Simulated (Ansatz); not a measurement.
BaTiO3:

```xyz
10
Lattice="4.0073 0.0000 0.0000 0.0000 4.0073 0.0000 0.0000 0.0000 8.0146" Properties=species:S:1:pos:R:3 pbc="T T T"
Ba    2.3139    2.3844    1.9229
Ba    2.0570    1.8276    6.1203
Ti    0.1419    4.0001    0.1061
Ti    3.8069    3.8918    4.1558
O     2.2804    3.7093    7.8525
O     1.7205    3.8733    4.0115
O     3.8827    2.3866    7.8876
O     3.8235    1.8548    4.1970
O     3.8544    0.0411    1.7952
O     0.1626    0.0749    6.0314
```

```yaml
Program: Ansatz 0.2.0
Task: relaxation of cell and atoms
Functional: PBEsol
Dispersion: D3(BJ)
Potentials_or_basis: Ansatz PAW
Cutoff: "420 eV (not typed: the program's choice for these potentials)"
k_mesh: 7 × 7 × 4
Occupations: fermi-dirac, width 0.05 eV
Spin: no spin polarisation
```

At the start: volume 12.87 Å³/atom.

Problem. How do energy, volume and symmetry change on relaxing?

Solution. It ends after 10 steps and the volume is 12.35 Å³/atom (-4.0 %); space group R3m (No. 160, to 0.05 Å).

The path:
```tsv
step	energy change (eV)	largest force (eV/Å)	volume (Å³)
1	0.0000	7.5670	128.70
2	-2.9968	3.8384	129.40
3	-4.2447	1.2839	124.19
4	-4.4720	0.0837	122.51
5	-4.4730	0.1324	123.99
6	-4.4780	0.0047	123.76
7	-4.4783	0.0006	123.69
8	-4.4634	0.0005	123.69
9	-4.4642	0.0007	123.51
10	-4.4634	0.0007	123.51
```

Final structure:
```
Ba Ti O
1.0
     3.95246   -0.00210    0.00211
    -0.00210    3.95256   -0.00212
     0.00422   -0.00424    7.90570
Ba Ti O
2 2 6
Direct
  0.50416 0.49582 0.25209
  0.50416 0.49583 0.75210
  0.01253 0.98740 0.00633
  0.01257 0.98740 0.50633
  0.49202 0.00439 0.99780
  0.49200 0.00439 0.49780
  0.99565 0.50803 0.99781
  0.99562 0.50803 0.49780
  0.99565 0.00436 0.24596
  0.99565 0.00437 0.74597
```

Caveat: the plane-wave basis is chosen anew once the cell has moved, so the energies of steps on either side of that aren't comparable; the pressure holds a Pulay correction of +0.6 GPa for the finite cutoff; the PAW data sets come from PBE, with cores solved anew for the run's functional, which leaves a small shift of forces and pressure.
